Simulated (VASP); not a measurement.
# BaTiO3 (P4mm) in VASP: single point with PBEsol

Aim: the single point of BaTiO3 with PBEsol.

Program: VASP 6.6.1. These are calculated values, not measurements. Logs are shortened: lines on timing, memory, paths and dates and some standing lists are left out, and cuts for length are marked.

## Step 1: The structure

It takes space group P4mm (No. 99, tetragonal). The conventional cell has a = 3.967 Å, b = 3.967 Å, c = 4.066 Å, α = 90.00°, β = 90.00°, γ = 90.00°. Ba (site symmetry 4mm) has 12 O at 2.79 to 2.89 Å as nearest neighbours. Ti (site symmetry 4mm) is surrounded by 5 O at 1.84 to 1.99 Å. Around O (site symmetry 2mm) lie 2 Ti at 1.99 Å. O (site symmetry 4mm) has 1 Ti at 1.84 Å as nearest neighbours.

The cell is a database's computed one.

## Step 2: Single point, PBEsol, non-collinear spin, zero start, spin-orbit coupling

INCAR

```
SYSTEM = BaTiO3
  PREC = Accurate
  ENCUT = 520
  EDIFF = 1E-7
  ISMEAR = 0
  SIGMA = 0.02
  LREAL = .False.
  LASPH = .True.
  NELM = 80
  ALGO = Fast
  ISIF = 2
  LWAVE = .False.
  LCHARG = .False.
  MAGMOM = 0 0 0 0 0 0 0 0 0 0 0 0 0 0 0
  LORBIT = 11
  LSORBIT = .True.
  GGA_COMPAT = .False.
  LMAXMIX = 4
  GGA = PS
  NBANDS = 55
```

KPOINTS

```
Automatic mesh
0
Gamma
  8 8 8
  0 0 0
```

POSCAR

```
BaTiO3
1.0
    3.9665800000      0.0000000000      0.0000000000
    0.0000000000      3.9665800000      0.0000000000
    0.0000000000      0.0000000000      4.0656500000
Ba Ti O
1 1 3
Direct
    0.5000000000      0.5000000000      0.5821900000
    0.0000000000      0.0000000000      0.0986100000
    0.0000000000      0.5000000000      0.0638500000
    0.5000000000      0.0000000000      0.0638500000
    0.0000000000      1.0000000000      0.5515000000
```

Potentials or basis: VASP PAW PBE potentials, release 64 (Ba_sv, Ti_sv, O).

Started as:

```bash
cat potpaw_PBE.64/Ba_sv/POTCAR potpaw_PBE.64/Ti_sv/POTCAR potpaw_PBE.64/O/POTCAR > POTCAR
mpirun -np 1 vasp_ncl > vasp.out
```

OUTCAR:

```text
SYSTEM = BaTiO3
   PREC = Accurate
   ENCUT = 520
   EDIFF = 1E-7
   ISMEAR = 0
   LREAL = .False.
   LASPH = .True.
   NELM = 80
   ISIF = 2
   LORBIT = 11
   LSORBIT = .True.
   GGA = PS

 ion  position               nearest neighbor table
   1  0.500  0.500  0.582-   3 2.79   4 2.79   4 2.79   3 2.79   5 2.81   5 2.81   5 2.81   5 2.81
                             3 2.89   4 2.89   3 2.89   4 2.89   2 3.43   2 3.43   2 3.43   2 3.43
   2  0.000  0.000  0.099-   5 1.84   4 1.99   3 1.99   3 1.99   4 1.99   5 2.22   1 3.43   1 3.43
                             1 3.43   1 3.43   1 3.50   1 3.50   1 3.50   1 3.50
   3  0.000  0.500  0.064-   2 1.99   2 1.99   1 2.79   1 2.79   1 2.89   1 2.89
   4  0.500  0.000  0.064-   2 1.99   2 1.99   1 2.79   1 2.79   1 2.89   1 2.89
   5  0.000  0.000  0.551-   2 1.84   2 2.22   1 2.81   1 2.81   1 2.81   1 2.81

  LATTYP: Found a simple tetragonal cell.
 ALAT       =     3.9665800000
 C/A-ratio  =     1.0249761760

  Lattice vectors:

 A1 = (   3.9665800000,   0.0000000000,   0.0000000000)
 A2 = (   0.0000000000,   3.9665800000,   0.0000000000)
 A3 = (   0.0000000000,   0.0000000000,   4.0656500000)

Analysis of symmetry for initial positions (statically):
=====================================================================
 Subroutine PRICEL returns:
 Original cell was already a primitive cell.

 Routine SETGRP: Setting up the symmetry group for a
 simple tetragonal supercell.

 Subroutine GETGRP returns: Found  8 space group operations
 (whereof  8 operations were pure point group operations)
 out of a pool of 16 trial point group operations.

The static configuration has the point symmetry C_4v.

Analysis of symmetry for dynamics (positions and initial velocities):
=====================================================================
 Subroutine PRICEL returns:
 Original cell was already a primitive cell.

 Routine SETGRP: Setting up the symmetry group for a
 simple tetragonal supercell.

 Subroutine GETGRP returns: Found  8 space group operations
 (whereof  8 operations were pure point group operations)
 out of a pool of 16 trial point group operations.

The dynamic configuration has the point symmetry C_4v.

Analysis of structural, dynamic, and magnetic symmetry:
=====================================================================
 Subroutine PRICEL returns:
 Original cell was already a primitive cell.

 Routine SETGRP: Setting up the symmetry group for a
 simple tetragonal supercell.

 Subroutine GETGRP returns: Found  8 space group operations
 (whereof  8 operations were pure point group operations)
 out of a pool of 16 trial point group operations.

The overall configuration has the point symmetry C_4v.

 Subroutine INISYM returns: Found  8 space group operations
 (whereof  8 operations are pure point group operations),
 and found     1 'primitive' translations

----------------------------------------------------------------------------------------

                                     Primitive cell

  volume of cell :      63.9679

  direct lattice vectors                    reciprocal lattice vectors
     3.966580000  0.000000000  0.000000000     0.252106349  0.000000000  0.000000000
     0.000000000  3.966580000  0.000000000     0.000000000  0.252106349  0.000000000
     0.000000000  0.000000000  4.065650000     0.000000000  0.000000000  0.245963130

  length of vectors
     3.966580000  3.966580000  4.065650000     0.252106349  0.252106349  0.245963130

  position of ions in fractional coordinates (direct lattice)
     0.500000000  0.500000000  0.582190000
     0.000000000  0.000000000  0.098610000
     0.000000000  0.500000000  0.063850000
     0.500000000  0.000000000  0.063850000
     0.000000000  0.000000000  0.551500000

  ion indices of the primitive-cell ions
   primitive index   ion index
                 1           1
                 2           2
                 3           3
[... 102 lines left out ...]
   IVDW    =     0    specifies the selected vdW correction
   LEPSILON=     F    determine dielectric tensor
   LRPA    =     F    only Hartree local field effects (RPA)
 RMM-DIIS sequential band-by-band and
 Gauss-broadening in eV      SIGMA  =   0.02
  energy-cutoff  :      520.00
  volume of cell :       63.97
 maximum number of plane-waves:      3534
 NGX is ok and might be reduce to    30
   NGX = 15   NGY = 15   NGZ = 15

 number of electron      39.9999986 magnetization      -0.0000000     -0.0000000     -0.0000000

 number of electron      39.9999986 magnetization       0.0000000      0.0000000      0.0000000

 number of electron      39.9999986 magnetization      -0.0000000      0.0000000     -0.0000000

 number of electron      39.9999986 magnetization       0.0000000      0.0000000     -0.0000000

 Free energy of the ion-electron system (eV)
  ---------------------------------------------------
  ext. energy  EPLUGINS =         0.00000000
  ---------------------------------------------------
  free energy    TOTEN  =       -42.20028159 eV

  energy without entropy =      -42.20028159  energy(sigma->0) =      -42.20028159

 E-fermi :   3.9823     XC(G=0): -11.5189

 val. band max:        3.8209729086   @ k =   0.5000   0.5000   0.5000
 cond. band min:       5.5848364971   @ k =   0.0000   0.0000   0.0000
 fundamental gap:      1.7638635885
 Fermi energy:         3.9822837215

 k-point     1 :       0.0000    0.0000    0.0000
  band No.  band energies     occupation
      1     -52.4588      1.00000
      2     -52.4588      1.00000
      3     -29.2465      1.00000
      4     -29.2465      1.00000
      5     -28.6238      1.00000
      6     -28.6238      1.00000
[... 1309 lines left out ...]
     51      11.5815      0.00000
     52      11.5832      0.00000

 [... further k-points ...]

 [bands above 52 left out]

------------------------ aborting loop because EDIFF is reached ----------------------------------------

  FORCE on cell =-STRESS in cart. coord.  units (eV):
  Direction    XX          YY          ZZ          XY          YZ          ZX
  --------------------------------------------------------------------------------------
  -------------------------------------------------------------------------------------
  Total        0.0751506      0.0751506      0.0728732      0.0000000      0.0000000      0.0000000
  in kB        1.8822643      1.8822643      1.8252235      0.0000000      0.0000000      0.0000000
  external PRESSURE =       1.8632507 kB  Pullay stress =       0.0000000 kB

 VOLUME and BASIS-vectors are now :
 -----------------------------------------------------------------------------
  energy-cutoff  :      520.00
  volume of cell :       63.97
      direct lattice vectors                 reciprocal lattice vectors
     3.966580000  0.000000000  0.000000000     0.252106349  0.000000000  0.000000000
     0.000000000  3.966580000  0.000000000     0.000000000  0.252106349  0.000000000
     0.000000000  0.000000000  4.065650000     0.000000000  0.000000000  0.245963130

 POSITION                                       TOTAL-FORCE (eV/Angst)
 -----------------------------------------------------------------------------------
      1.98329      1.98329      2.36698        -0.000000      0.000000     -0.001873
      0.00000      0.00000      0.40091        -0.000000     -0.000000      0.001185
      0.00000      1.98329      0.25959        -0.000000     -0.000000     -0.001325
      1.98329      0.00000      0.25959        -0.000000     -0.000000     -0.001325
      0.00000      0.00000      2.24221         0.000000     -0.000000      0.003339
 -----------------------------------------------------------------------------------
    total drift:                               -0.000000     -0.000000      0.001042

  FREE ENERGIE OF THE ION-ELECTRON SYSTEM (eV)
  ---------------------------------------------------
  free  energy   TOTEN  =       -42.2002815861 eV

  energy  without entropy=      -42.2002815861  energy(sigma->0) =      -42.20028159

 Spin-Orbit-Coupling matrix elements

 Ion:    1  E_soc:     -0.3865750
 l=   1
     0.0000000    -0.0642636    -0.0642998
    -0.0642636     0.0000000    -0.0642636
    -0.0642998    -0.0642636     0.0000000
 l=   2
     0.0000000    -0.0000350     0.0000000    -0.0000350    -0.0001187
    -0.0000350     0.0000000    -0.0000889    -0.0000346    -0.0000297
     0.0000000    -0.0000889     0.0000000    -0.0000889     0.0000000
    -0.0000350    -0.0000346    -0.0000889     0.0000000    -0.0000297
    -0.0001187    -0.0000297     0.0000000    -0.0000297     0.0000000
 l=   3
     0.0000000     0.0000000     0.0000000     0.0000000     0.0000000     0.0000000     0.0000000
     0.0000000     0.0000000     0.0000000     0.0000000     0.0000000     0.0000000     0.0000000
     0.0000000     0.0000000     0.0000000     0.0000000     0.0000000     0.0000000     0.0000000
     0.0000000     0.0000000     0.0000000     0.0000000     0.0000000     0.0000000     0.0000000
[... 69 lines left out ...]
 l=   2
     0.0000000     0.0000000     0.0000000     0.0000000     0.0000000
     0.0000000     0.0000000     0.0000000     0.0000000     0.0000000
     0.0000000     0.0000000     0.0000000     0.0000000     0.0000000
     0.0000000     0.0000000     0.0000000     0.0000000     0.0000000
     0.0000000     0.0000000     0.0000000     0.0000000     0.0000000
 l=   3
     0.0000000     0.0000000     0.0000000     0.0000000     0.0000000     0.0000000     0.0000000
     0.0000000     0.0000000     0.0000000     0.0000000     0.0000000     0.0000000     0.0000000
     0.0000000     0.0000000     0.0000000     0.0000000     0.0000000     0.0000000     0.0000000
     0.0000000     0.0000000     0.0000000     0.0000000     0.0000000     0.0000000     0.0000000
     0.0000000     0.0000000     0.0000000     0.0000000     0.0000000     0.0000000     0.0000000
     0.0000000     0.0000000     0.0000000     0.0000000     0.0000000     0.0000000     0.0000000
     0.0000000     0.0000000     0.0000000     0.0000000     0.0000000     0.0000000     0.0000000

 total charge

# of ion       s       p       d       tot
------------------------------------------
    1        2.003   5.633   0.340   7.976
    2        2.223   6.284   1.772  10.279
    3        1.559   3.453   0.000   5.012
    4        1.559   3.453   0.000   5.012
    5        1.564   3.450   0.000   5.013
--------------------------------------------------
tot          8.908  22.272   2.112  33.292

 magnetization (x)

# of ion       s       p       d       tot
------------------------------------------
    1        0.000   0.000  -0.000  -0.000
    2        0.000   0.000  -0.000  -0.000
    3        0.000   0.000   0.000   0.000
    4        0.000  -0.000   0.000  -0.000
    5        0.000   0.000   0.000   0.000
--------------------------------------------------
tot          0.000   0.000  -0.000  -0.000

 magnetization (y)

# of ion       s       p       d       tot
------------------------------------------
    1       -0.000  -0.000   0.000  -0.000
    2        0.000   0.000   0.000   0.000
    3        0.000   0.000   0.000   0.000
    4        0.000   0.000   0.000   0.000
    5        0.000   0.000   0.000   0.000
--------------------------------------------------
tot         -0.000  -0.000   0.000  -0.000

 magnetization (z)

# of ion       s       p       d       tot
------------------------------------------
    1        0.000   0.000   0.000   0.000
    2        0.000  -0.000  -0.000  -0.000
    3        0.000   0.000   0.000   0.000
    4        0.000   0.000   0.000   0.000
    5        0.000   0.000   0.000   0.000
--------------------------------------------------
tot          0.000   0.000  -0.000   0.000
```

It took 47 min on 1 thread of AMD EPYC 9R45 (Zen 5), shared host; peak memory 0.71 GiB.

Results:

| Quantity | Value |
| --- | --- |
| Free energy | -42.2003 eV |
| Pressure | 0.2 GPa |
| Largest force | 0.003 eV/Å |
| Net moment | 0.00 μB per cell |
| Valence electrons inside the program's atomic spheres | Ba 7.98; Ti 10.28; O 5.01 |

Forces in eV/Å, atoms in the order of the input:
```
Ba   0.000  0.000 -0.002
Ti   0.000  0.000  0.001
O    0.000  0.000 -0.001
O    0.000  0.000 -0.001
O    0.000  0.000  0.003
```

Moments on the atoms (μB; x, y, z):
```
Ba  0.00 0.00 0.00
Ti  0.00 0.00 0.00
O   0.00 0.00 0.00
O   0.00 0.00 0.00
O   0.00 0.00 0.00
```

Caveat: the PAW data sets were made with another functional, which shifts forces and pressure a little.
